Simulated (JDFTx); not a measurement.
Runs of JDFTx 1.7.0 (patched build) on BAs. It takes space group F-43m (No. 216, cubic). Conventional cell: a = 4.777 Å, b = 4.777 Å, c = 4.777 Å, α = 90.00°, β = 90.00°, γ = 90.00°. As (site symmetry -43m) is surrounded by 4 B at 2.07 Å. B (site symmetry -43m) has 4 As at 2.07 Å as nearest neighbours. 

```tsv
task	level	potentials or basis	cutoff (eV)	smearing	SCF threshold on the residual	density cutoff over wavefunction cutoff	max SCF steps	SCF threshold on the energy	solver of the electrons	gap on the mesh (eV)	pressure (GPa)	V0 of scaled cells (Å³/atom)	B0 (GPa)
single point	PBE	PseudoDojo-SR-PBE-0.5-standard	1143	fermi-dirac 0.05 eV	-	4	100	1e-08 Ha	scf	1.20	2.7	-	-
equation of state	r2SCAN	SG15-PBE-1.2 with smoothed tails	1088	fermi-dirac 0.05 eV	-	8	100	1e-09 Ha	scf	-	-	(b)	134
single point	PBE	PseudoDojo-SR-PBE-0.5-standard with smoothed tails	1143	fermi-dirac 0.05 eV	-	8	100	1e-09 Ha	scf	1.20	2.7	-	-
equation of state	LDA	PseudoDojo-SR-LDA-0.4.1-standard	1088	fermi-dirac 0.05 eV	-	8	100	1e-09 Ha	scf	-	-	(a)	147
equation of state	PBEsol	PseudoDojo-SR-PBEsol-0.4.1-standard	1143	fermi-dirac 0.05 eV	-	8	100	1e-09 Ha	scf	-	-	13.56	140
```

Alike in all rows: no spin polarisation; cell as given; k mesh 10 × 10 × 10.

Estimate the missing entries.

(a) 13.25; (b) 13.82.

Caveats: the potentials were made for another functional, which shifts forces and pressure (some runs).

A k mesh can miss the band edges, and the runs leave out spin-orbit coupling on As.

Not every run made on this cell is shown here.
